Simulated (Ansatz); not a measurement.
**Fe3Co: equilibrium cell**

Method: DFT PBEsol, scalar-relativistic, plane waves, PAW in Ansatz 0.2.0. Each run relaxes cell and atoms to zero pressure from this start:

```
CELL_PARAMETERS angstrom
4.02358 0.00000 0.00000
0.00000 4.02358 0.00000
0.00000 0.00000 2.82771
ATOMIC_POSITIONS crystal
Fe 0.50000 0.50000 0.00000
Fe 0.50000 0.00000 0.50000
Fe 0.00000 0.50000 0.50000
Co 0.00000 0.00000 0.00000
```

```
Γ-centred k-mesh                                : 10×10×14
occupation rule                                 : Gaussian smearing, 0.1 eV
list of starting moments (μB, in atom order)    : 2.6 2.87 2.87 1.99
check for lower electronic states after the SCF : on
```

Lengths are those of the conventional cell, space group P4/mmm. The stress that the relaxation follows holds a correction for the finite cutoff (Pulay stress).

```csv
cutoff (eV),a (Å),c (Å),volume (Å³/atom),gap on mesh (eV)
250,4.051,2.861,11.74,metal
350,3.971,2.792,11.01,metal
420,3.969,2.790,10.99,metal
```

Cost: 3 runs of about 17 core-minutes in all, on Intel Xeon 6975P-C (Granite Rapids) (shared hosts).